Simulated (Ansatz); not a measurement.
# GaN (F-43m): phonons at finite temperature, part 2 of 3

Wanted: self-consistent phonon frequencies, thermal pressure and a stability verdict for GaN. The starting cell is a computed one from a database.

Ansatz 0.2.0; DFT PBE, scalar-relativistic, plane waves, PAW; PAW set soft_1.

So far. Step 2 (Probe on a coarse mesh): The start is under 5.1 GPa at this level and looks like an insulator or semiconductor on this mesh. Step 4 (Relaxing to small residual forces and stress): The residual pressure is 0.0044 GPa, small enough for phonons. The relaxed cell has a = 4.549 Å (conventional setting).

## (5) Sampling the crystal at temperature

Harmonic theory ignores how far atoms move; here frames sampled at temperature supply the forces, and the run stops at an error target or a frame limit.

input.yaml reads:

```yaml
crystal:
  lattice:
    - [0.0, 2.2744141177, 2.2744141177]
    - [2.2744141177, 0.0, 2.2744141177]
    - [2.2744141177, 2.2744141177, 0.0]
  atoms:
    - { symbol: Ga, position: [0.0, 0.0, 0.0] }
    - { symbol: "N", position: [0.75, 0.75, 0.75] }
kpoints:
  mp_grid: { grid: [6, 6, 6] }
hamiltonian:
  xc: pbe
  pseudopotentials: { kind: paw, azcp: { folder: soft_1 } }
scf:
  occupations: { method: fixed }
  lower_state_search: "off"
output:
  stress: true
  eigenvalues: true
phonons:
  method: fd
  dielectric: false
  supercell: [3, 3, 3]
  temperatures: { t_max: 1000, t_step: 50 }
  qpath:
    path:
      - [[0.0, 0.0, 0.0], [-0.5, -0.5, 0.0], [-0.375, -0.375, 0.25]]
      - [[-0.375, 0.0, 0.375], [0.0, 0.0, 0.0], [0.0, 0.0, 0.5], [-0.5, -0.25, 0.25], [-0.5, -0.5, 0.0]]
    npoints: 10
  self_consistent:
    temperatures: [50.0, 200.0, 400.0, 1200.0]
    max_frames: 40
    max_frequency_error: 3.0
```

Run with:

```
$ ansatz run input.yaml --threads 8 --pin off --max-ram 16384MiB --backend cpu --events-out ev --progress --plain --runs-dir out
```

Numbers of over 12 decimals in the logs are rounded to 6 here.

The log of the run:

```text
[...]
Crystal: 54 atoms, lattice volume = 635.334 Å³
Basis set: ecut = 420 eV, 12387 PW (Γ), exchange–correlation on 144×144×144 points (8 copies of the dense FFT grid, shifted against one another)
Bands: 297, of which v1, the nominal top of the filled ones, is band 243 counted from 1 (242 counted from 0)
Symmetry: 648 space group operations
k-points: 3 of 8
[...]
SCF iter   1: F=—  HF=-112533.522123 eV  |F-HF|=—  |Δ(HF+E_count)|=         —  Δρ=4.49e-8  dr2=1.14e-11  ethr=1.00e-12  ⟨swp⟩=3.0  Hψ=2204  notcnv=0
[...]
SCF iter   2: F=-112533.522123 eV  HF=-112533.522123 eV  |F-HF|=7.28e-11  |Δ(HF+E_count)|=  1.16e-10  Δρ=2.26e-8  dr2=2.02e-12  ethr=1.00e-12  ⟨swp⟩=3.0  Hψ=2346  notcnv=0
SCF 1 converged in 2 iterations: F = -112533.522123 eV  dr2 = 2.02e-12
[...]
Symmetry: 4 space group operations
k-points: 5 of 8
[...]
SCF iter   9: F=-112533.522070 eV  HF=-112533.522070 eV  |F-HF|=1.02e-10  |Δ(HF+E_count)|=  1.46e-11  Δρ=2.46e-8  dr2=3.19e-12  ethr=1.00e-12  ⟨swp⟩=4.0  Hψ=6395  notcnv=0
SCF 2 converged in 9 iterations: F = -112533.522070 eV  dr2 = 3.19e-12
[...]
SCF iter   9: F=-112533.522070 eV  HF=-112533.522070 eV  |F-HF|=5.82e-11  |Δ(HF+E_count)|=  1.46e-11  Δρ=1.14e-8  dr2=8.02e-13  ethr=1.00e-12  ⟨swp⟩=4.6  Hψ=5323  notcnv=0
SCF 3 converged in 9 iterations: F = -112533.522070 eV  dr2 = 8.02e-13
[...]
── the supercell at rest and the probe, ahead of the frames of phonons at temperature ──
Symmetry: 1 space group operations
k-points: 8
[...]
SCF iter   1: F=—  HF=-112550.927155 eV  |F-HF|=—  |Δ(HF+E_count)|=         —  Δρ=1.08e-1  dr2=6.50e1  ethr=3.10e-3  ⟨swp⟩=4.0  Hψ=6110  notcnv=0  defer=348
[...]
SCF iter  10: F=-112533.522123 eV  HF=-112533.522123 eV  |F-HF|=9.40e-9  |Δ(HF+E_count)|=   1.38e-7  Δρ=1.38e-6  dr2=4.46e-9  ethr=1.11e-12  ⟨swp⟩=3.0  Hψ=10200  notcnv=0
SCF 1 converged in 10 iterations: F = -112533.522123 eV  dr2 = 4.46e-9
[...]
SCF iter   1: F=—  HF=-112550.916270 eV  |F-HF|=—  |Δ(HF+E_count)|=         —  Δρ=1.08e-1  dr2=6.50e1  ethr=3.10e-3  ⟨swp⟩=4.0  Hψ=6110  notcnv=0  defer=350
[...]
SCF iter  11: F=-112533.510419 eV  HF=-112533.510419 eV  |F-HF|=2.97e-9  |Δ(HF+E_count)|=   1.72e-8  Δρ=7.70e-7  dr2=2.51e-9  ethr=1.11e-12  ⟨swp⟩=4.0  Hψ=8210  notcnv=0
SCF 2 converged in 11 iterations: F = -112533.510419 eV  dr2 = 2.51e-9
── population 1 of phonons at temperature: 8 frames at 1200 K, the first ──
── frame 1/8 of population 1 ──
[...]
SCF iter   1: F=—  HF=-112542.624323 eV  |F-HF|=—  |Δ(HF+E_count)|=         —  Δρ=1.09e-1  dr2=6.68e1  ethr=3.10e-3  ⟨swp⟩=4.1  Hψ=6089  notcnv=0  defer=404
[...]
SCF iter  14: F=-112524.921394 eV  HF=-112524.921394 eV  |F-HF|=1.02e-10  |Δ(HF+E_count)|=  5.09e-10  Δρ=2.60e-7  dr2=4.25e-10  ethr=1.11e-12  ⟨swp⟩=3.1  Hψ=6297  notcnv=0
SCF 1 converged in 14 iterations: F = -112524.921394 eV  dr2 = 4.25e-10
[...]
── frame 2/8 of population 1 ──
SCF iter   1: F=—  HF=-112542.738802 eV  |F-HF|=—  |Δ(HF+E_count)|=         —  Δρ=1.09e-1  dr2=6.68e1  ethr=3.10e-3  ⟨swp⟩=4.1  Hψ=6080  notcnv=0  defer=403
[...]
SCF iter  13: F=-112525.051012 eV  HF=-112525.051012 eV  |F-HF|=3.32e-9  |Δ(HF+E_count)|=   4.44e-9  Δρ=8.89e-7  dr2=5.22e-9  ethr=1.11e-12  ⟨swp⟩=4.0  Hψ=7644  notcnv=0
SCF 1 converged in 13 iterations: F = -112525.051012 eV  dr2 = 5.22e-9
[...]
── frame 3/8 of population 1 ──
SCF iter   1: F=—  HF=-112543.777608 eV  |F-HF|=—  |Δ(HF+E_count)|=         —  Δρ=1.09e-1  dr2=6.71e1  ethr=3.10e-3  ⟨swp⟩=4.1  Hψ=6062  notcnv=0  defer=399
[...]
SCF iter   2: F=—  HF=-112527.223818 eV  |F-HF|=—  |Δ(HF+E_count)|=    1.66e1  Δρ=4.56e-2  dr2=6.92e0  ethr=3.10e-3  ⟨swp⟩=2.1  Hψ=4589  notcnv=0  defer=412
[...]
516.03      519.48 ±  0.15      512.25 ±  0.36
           516.03      519.48 ±  0.15      512.25 ±  0.36
      q 0.0000 0.0000 0.3333, and 7 like it
           119.87      118.65 ±  0.04      118.38 ±  0.07
           119.87      118.65 ±  0.04      118.38 ±  0.07
           280.16      280.61 ±  0.10      279.28 ±  0.22
           533.57      537.12 ±  0.04      530.36 ±  0.18
           533.57      537.12 ±  0.04      530.36 ±  0.18
           667.46      669.45 ±  0.18      664.57 ±  0.19
      q 0.0000 0.3333 0.3333, and 5 like it
           167.42      166.28 ±  0.04      165.72 ±  0.04
           167.42      166.28 ±  0.04      165.72 ±  0.04
           279.44      279.90 ±  0.08      278.46 ±  0.12
           564.39      567.90 ±  0.11      561.74 ±  0.21
           564.39      567.90 ±  0.11      561.74 ±  0.21
           663.69      665.52 ±  0.29      660.64 ±  0.58
      q 0.0000 0.3333 0.6667, and 11 like it
           168.79      167.34 ±  0.05      166.85 ±  0.05
           234.19      233.23 ±  0.05      232.42 ±  0.06
           288.00      288.80 ±  0.06      286.78 ±  0.17
           556.90      560.55 ±  0.09      554.27 ±  0.10
           606.92      609.64 ±  0.20      604.35 ±  0.37
           644.79      647.30 ±  0.14      642.31 ±  0.14
  at 400 K
    the largest error of a frequency is 0.03 times what was asked for; the fitted model misses 1.3 % of the forces, every mode counted alike and far frames for less, of frames that it was not fitted to; the frames count as 8.2 of this Gaussian
    softest of the free energy's second derivatives: 117.70 ± 0.05 cm⁻¹ at q 0.6667 0.6667 0.6667; not told ahead of this temperature's last population
    the crystal stands in this phase at this temperature, as far as these wave vectors tell
    the ions' mean positions are those at rest
    free energy -4167.843690 ± 0.000023 eV a cell, of which vibrations 0.064537; entropy 43.469 ± 0.006 J/(mol·K) of cells
      by the supercell's own 159 modes alone, which lack the rigid motions: not to be laid beside figures on a mesh. There are none: the force constants hold no dipole–dipole term between the supercell's wave vectors
      the supercell's own free energy is the best Gaussian's, an upper bound on the crystal's, by how much is not told
    pressure 1.6585 ± 0.0122 GPa; at rest -0.0501, so that the ions' motion makes +1.7086
      stress (GPa, positive in compression): xx 1.6585 ± 0.0122, yy 1.6585 ± 0.0122, zz 1.6585 ± 0.0122, yz -0.0000 ± 0.0000, xz 0.0000 ± 0.0000, xy -0.0000 ± 0.0000
[...]
nothing is told beyond the Gaussian: the rings are not walked yet
    frequencies (cm⁻¹; below zero: imaginary; ±: error) of the harmonic crystal, of the Gaussian, of the free energy's second derivatives, each in its own ascending order
      q 0.0000 0.0000 0.0000
           516.03      519.48 ±  0.23      506.75 ±  0.32
           516.03      519.48 ±  0.23      506.75 ±  0.32
           516.03      519.48 ±  0.23      506.75 ±  0.32
      q 0.0000 0.0000 0.3333, and 7 like it
           119.87      118.23 ±  0.04      117.70 ±  0.05
           119.87      118.23 ±  0.04      117.70 ±  0.05
           280.16      280.51 ±  0.10      278.12 ±  0.10
           533.57      537.35 ±  0.05      525.52 ±  0.25
           533.57      537.35 ±  0.05      525.52 ±  0.25
           667.46      669.23 ±  0.17      660.79 ±  0.22
      q 0.0000 0.3333 0.3333, and 5 like it
           167.42      165.83 ±  0.06      164.77 ±  0.06
           167.42      165.83 ±  0.06      164.77 ±  0.06
           279.44      279.85 ±  0.21      277.29 ±  0.21
           564.39      568.18 ±  0.15      557.47 ±  0.17
           564.39      568.18 ±  0.15      557.47 ±  0.17
           663.69      665.39 ±  0.45      656.95 ±  0.77
      q 0.0000 0.3333 0.6667, and 11 like it
           168.79      166.76 ±  0.08      165.82 ±  0.09
           234.19      232.80 ±  0.12      231.31 ±  0.12
           288.00      288.67 ±  0.09      285.01 ±  0.14
           556.90      560.98 ±  0.13      550.06 ±  0.16
           606.92      609.69 ±  0.14      600.61 ±  0.15
[...]
at 1200 K
[...]
the ions' mean positions are those at rest
[...]
pressure 4.0157 ± 0.0190 GPa; at rest -0.0501, so that the ions' motion makes +4.0659
[...]
nothing is told beyond the Gaussian: the rings are not walked yet
[...]
q 0.0000 0.0000 0.0000
[...]
q 0.0000 0.0000 0.3333, and 7 like it
[...]
q 0.0000 0.3333 0.3333, and 5 like it
[...]
q 0.0000 0.3333 0.6667, and 11 like it
[...]
--- Phonons: 2 displaced members + reference (amplitude 0.0025 Å, Σ member SCF iterations 18) ---
  symmetry images taken by strict's conditions (phonons.symmetry_images: auto; settled by no image being taken that strict refuses)
  ASR residual: 2.109e-4 → 0.000e0 eV/Å²; symmetrization residual: 2.621e-5 eV/Å²
  largest component of a force at the reference: 2.4e-17 eV/Å
  ASR residual per site (eV/Å²): 2.11e-4 5.68e-5
  Γ frequencies (cm⁻¹): 0.00 0.00 0.00 516.03 516.03 516.03
  density of states and harmonic sums: on the 3×3×3 q-mesh (no non-analytic term)
  zero-point energy: 0.146989 eV/cell   skipped modes (ω ≤ 0): 3   left out of the sums: 1.85e-2 of the cell's modes: C_V's classical limit lies that fraction below 3 k_B per atom; for a crystal, a wire or a layer, F and S can be off by more, and a phonons.interpolated_qmesh denser along its periods is the remedy for the sampling
--- Phonons at temperature: the self-consistent harmonic approximation ---
  40 frames of 54 atoms (3×3×3 cells), in populations of 8, 8 at 1200 K and 8 at 400 K and 8 at 200 K and 8 at 50 K: nothing lacks frames
  the path integrals asked for 8 more solves than the limit allowed
  at 50 K
[...]
the ions' mean positions are those at rest
[...]
pressure 1.1720 ± 0.0043 GPa; at rest -0.0501, so that the ions' motion makes +1.2221
[...]
beyond the Gaussian, in the hollow that it stands in and those that the ions reach from there, by exact statistics on the surface that is fitted to the frames (rings of 40 beads):
      free energy -0.000212 ± 0.000029 eV a cell
      leaving out a pair of frames, or group of many, changes the fitted energy by up to 0.01 k_B T, T the rings' temperature (one standard deviation); of these ± those of the frequencies lack the bias that few frames leave, and those of the mean squares the mean places' part of it
      pressure -0.0009 ± 0.0019 GPa; with it, by the rings' own mean, 1.1712 ± 0.0038, so that the ions' motion makes +1.2213: by the supercell's own 159 modes alone, as the Gaussian's
      mean square displacement, over the three axes, of site 1 from 0, N, the most changed: 0.00724 ± 0.00001 Å², of which +0.00003 beyond the Gaussian's
      softest frequency by how far the rings' centres move (above zero always: no sign of whether the crystal stands): 118.54 ± 0.04 cm⁻¹ at q 0.3333 0.0000 0.0000
[...]
q 0.0000 0.0000 0.0000
[...]
q 0.0000 0.0000 0.3333, and 7 like it
[...]
q 0.0000 0.3333 0.3333, and 5 like it
[...]
q 0.0000 0.3333 0.6667, and 11 like it
[...]
at 200 K
[...]
the ions' mean positions are those at rest
[...]
pressure 1.2590 ± 0.0067 GPa; at rest -0.0501, so that the ions' motion makes +1.3091
[...]
free energy -0.000328 ± 0.000035 eV a cell
[...]
pressure +0.0006 ± 0.0029 GPa; with it, by the rings' own mean, 1.2596 ± 0.0063, so that the ions' motion makes +1.3097: by the supercell's own 159 modes alone, as the Gaussian's
[...]
q 0.0000 0.0000 0.0000
[...]
q 0.0000 0.0000 0.3333, and 7 like it
[...]
q 0.0000 0.3333 0.3333, and 5 like it
[...]
q 0.0000 0.3333 0.6667, and 11 like it
[...]
at 400 K
[...]
the ions' mean positions are those at rest
[...]
pressure 1.6585 ± 0.0122 GPa; at rest -0.0501, so that the ions' motion makes +1.7086
[...]
free energy -0.000904 ± 0.000054 eV a cell
[...]
q 0.0000 0.0000 0.0000
[...]
q 0.0000 0.0000 0.3333, and 7 like it
[...]
q 0.0000 0.3333 0.3333, and 5 like it
[...]
q 0.0000 0.3333 0.6667, and 11 like it
[...]
at 1200 K
[...]
the ions' mean positions are those at rest
[...]
pressure 4.0157 ± 0.0190 GPa; at rest -0.0501, so that the ions' motion makes +4.0659
[...]
nothing is told beyond the Gaussian: 16.964 % of the sampling's steps took an ion over 7 of its spreads from its place (0.1 % are allowed): the fitted surface does not hold it there
[...]
q 0.0000 0.0000 0.0000
[...]
q 0.0000 0.0000 0.3333, and 7 like it
[...]
q 0.0000 0.3333 0.3333, and 5 like it
           167.42      163.52 ±  0.26      160.49 ±  0.27
           167.42      163.52 ±  0.26      160.49 ±  0.27
           279.44      279.72 ±  0.42      272.44 ±  0.52
           564.39      571.33 ±  0.56      541.20 ±  0.95
           564.39      571.33 ±  0.56      541.20 ±  0.95
           663.69      665.60 ±  1.01      641.97 ±  1.24
      q 0.0000 0.3333 0.6667, and 11 like it
           168.79      163.78 ±  0.25      161.03 ±  0.31
           234.19      230.32 ±  0.23      226.19 ±  0.25
           288.00      289.29 ±  0.13      278.90 ±  0.24
           556.90      564.17 ±  0.80      533.44 ±  1.02
           606.92      611.58 ±  1.07      586.20 ±  1.64
           644.79      647.98 ±  1.06      623.43 ±  1.47
```

Wall time 18 min (8 threads of Arm Neoverse V2, shared host); peak memory 6.5 GiB.

Numbers from this step:

* point group: -43m
* frames solved: 40
* pressure of the lattice at rest: -0.05009 GPa

50 K; each column in its own order of rank; one wavevector of each set of like ones; translations left out; no LO-TO term. Modes at 50K, by row:

| q1 | q2 | q3 | rank | harmonic (cm⁻¹) | gaussian (cm⁻¹) | gaussian error (cm⁻¹) | hessian (cm⁻¹) | hessian error (cm⁻¹) | path integral (cm⁻¹) | path integral error (cm⁻¹) |
| --- | --- | --- | --- | --- | --- | --- | --- | --- | --- | --- |
| 0 | 0 | 0 | 1 | 516 | 519.8 | 0.1 | 514.4 | 0.4 | 513.8 | 0.7 |
| 0 | 0 | 0 | 2 | 516 | 519.8 | 0.1 | 514.4 | 0.4 | 513.8 | 0.7 |
| 0 | 0 | 0 | 3 | 516 | 519.8 | 0.1 | 514.4 | 0.4 | 513.8 | 0.7 |
| 0 | 0 | 0.3333 | 1 | 119.9 | 118.7 | 0 | 118.6 | 0.1 | 118.5 | 0 |
| 0 | 0 | 0.3333 | 2 | 119.9 | 118.7 | 0 | 118.6 | 0.1 | 118.5 | 0 |
| 0 | 0 | 0.3333 | 3 | 280.2 | 280.6 | 0.1 | 279.7 | 0.2 | 279.7 | 0.1 |
| 0 | 0 | 0.3333 | 4 | 533.6 | 537.5 | 0.1 | 532.5 | 0.2 | 532.7 | 0.6 |
| 0 | 0 | 0.3333 | 5 | 533.6 | 537.5 | 0.1 | 532.5 | 0.2 | 532.7 | 0.6 |
| 0 | 0 | 0.3333 | 6 | 667.5 | 669.6 | 0.1 | 665.9 | 0.4 | 665.7 | 0.4 |
| 0 | 0.3333 | 0.3333 | 1 | 167.4 | 166.4 | 0.1 | 166.1 | 0.1 | 166.1 | 0.1 |
| 0 | 0.3333 | 0.3333 | 2 | 167.4 | 166.4 | 0.1 | 166.1 | 0.1 | 166.1 | 0.1 |
| 0 | 0.3333 | 0.3333 | 3 | 279.4 | 280.1 | 0.1 | 279.1 | 0.1 | 279 | 0.1 |
| 0 | 0.3333 | 0.3333 | 4 | 564.4 | 568.3 | 0 | 563.7 | 0.1 | 563.8 | 0.7 |
| 0 | 0.3333 | 0.3333 | 5 | 564.4 | 568.3 | 0 | 563.7 | 0.1 | 563.8 | 0.7 |
| 0 | 0.3333 | 0.3333 | 6 | 663.7 | 665.9 | 0 | 662.2 | 1 | 661.9 | 0.5 |
| 0 | 0.3333 | 0.6667 | 1 | 168.8 | 167.4 | 0 | 167.1 | 0 | 167.1 | 0.1 |
| 0 | 0.3333 | 0.6667 | 2 | 234.2 | 233.4 | 0 | 232.9 | 0.1 | 232.9 | 0.1 |
| 0 | 0.3333 | 0.6667 | 3 | 288 | 288.9 | 0.1 | 287.6 | 0.2 | 287.4 | 0.1 |
| 0 | 0.3333 | 0.6667 | 4 | 556.9 | 560.9 | 0.1 | 556.2 | 0.1 | 556.2 | 0.4 |
| 0 | 0.3333 | 0.6667 | 5 | 606.9 | 610 | 0.1 | 605.8 | 0.3 | 605.9 | 0.5 |
| 0 | 0.3333 | 0.6667 | 6 | 644.8 | 647.6 | 0.1 | 643.8 | 0.5 | 643.6 | 0.5 |

200 K; each column in its own order of rank; one wavevector of each set of like ones; translations left out; no LO-TO term. Modes at 200K, by row:

| q1 | q2 | q3 | rank | harmonic (cm⁻¹) | gaussian (cm⁻¹) | gaussian error (cm⁻¹) | hessian (cm⁻¹) | hessian error (cm⁻¹) | path integral (cm⁻¹) | path integral error (cm⁻¹) |
| --- | --- | --- | --- | --- | --- | --- | --- | --- | --- | --- |
| 0 | 0 | 0 | 1 | 516 | 519.5 | 0.1 | 512.2 | 0.4 | 512 | 0.7 |
| 0 | 0 | 0 | 2 | 516 | 519.5 | 0.1 | 512.2 | 0.4 | 512 | 0.7 |
| 0 | 0 | 0 | 3 | 516 | 519.5 | 0.1 | 512.2 | 0.4 | 512 | 0.7 |
| 0 | 0 | 0.3333 | 1 | 119.9 | 118.7 | 0 | 118.4 | 0.1 | 118.4 | 0 |
| 0 | 0 | 0.3333 | 2 | 119.9 | 118.7 | 0 | 118.4 | 0.1 | 118.4 | 0 |
| 0 | 0 | 0.3333 | 3 | 280.2 | 280.6 | 0.1 | 279.3 | 0.2 | 279.3 | 0.2 |
| 0 | 0 | 0.3333 | 4 | 533.6 | 537.1 | 0 | 530.4 | 0.2 | 530.3 | 0.7 |
| 0 | 0 | 0.3333 | 5 | 533.6 | 537.1 | 0 | 530.4 | 0.2 | 530.3 | 0.7 |
| 0 | 0 | 0.3333 | 6 | 667.5 | 669.5 | 0.2 | 664.6 | 0.2 | 664.3 | 0.4 |
| 0 | 0.3333 | 0.3333 | 1 | 167.4 | 166.3 | 0 | 165.7 | 0 | 165.7 | 0.1 |
| 0 | 0.3333 | 0.3333 | 2 | 167.4 | 166.3 | 0 | 165.7 | 0 | 165.7 | 0.1 |
| 0 | 0.3333 | 0.3333 | 3 | 279.4 | 279.9 | 0.1 | 278.5 | 0.1 | 278.2 | 0.2 |
| 0 | 0.3333 | 0.3333 | 4 | 564.4 | 567.9 | 0.1 | 561.7 | 0.2 | 561.8 | 0.5 |
| 0 | 0.3333 | 0.3333 | 5 | 564.4 | 567.9 | 0.1 | 561.7 | 0.2 | 561.8 | 0.5 |
| 0 | 0.3333 | 0.3333 | 6 | 663.7 | 665.5 | 0.3 | 660.6 | 0.6 | 661.1 | 0.9 |
| 0 | 0.3333 | 0.6667 | 1 | 168.8 | 167.3 | 0.1 | 166.8 | 0.1 | 166.8 | 0.1 |
| 0 | 0.3333 | 0.6667 | 2 | 234.2 | 233.2 | 0.1 | 232.4 | 0.1 | 232.4 | 0.1 |
| 0 | 0.3333 | 0.6667 | 3 | 288 | 288.8 | 0.1 | 286.8 | 0.2 | 286.8 | 0.2 |
| 0 | 0.3333 | 0.6667 | 4 | 556.9 | 560.5 | 0.1 | 554.3 | 0.1 | 554 | 0.6 |
| 0 | 0.3333 | 0.6667 | 5 | 606.9 | 609.6 | 0.2 | 604.3 | 0.4 | 604 | 0.6 |
| 0 | 0.3333 | 0.6667 | 6 | 644.8 | 647.3 | 0.1 | 642.3 | 0.1 | 642.3 | 0.6 |

(Continued in part 3 of 3.)

[Logs are printed without paths, hosts, clocks, repeated set-up lines and the standing remarks that a program may print on its own settings, such as how far it seeks lower states.]

[Hosts, paths, dates, database ids (printed as entryN), source tags and the programs' standing remarks are cut or masked in the printed files.]

[A step with changed settings may run another functional than the one named; its input shows which.]
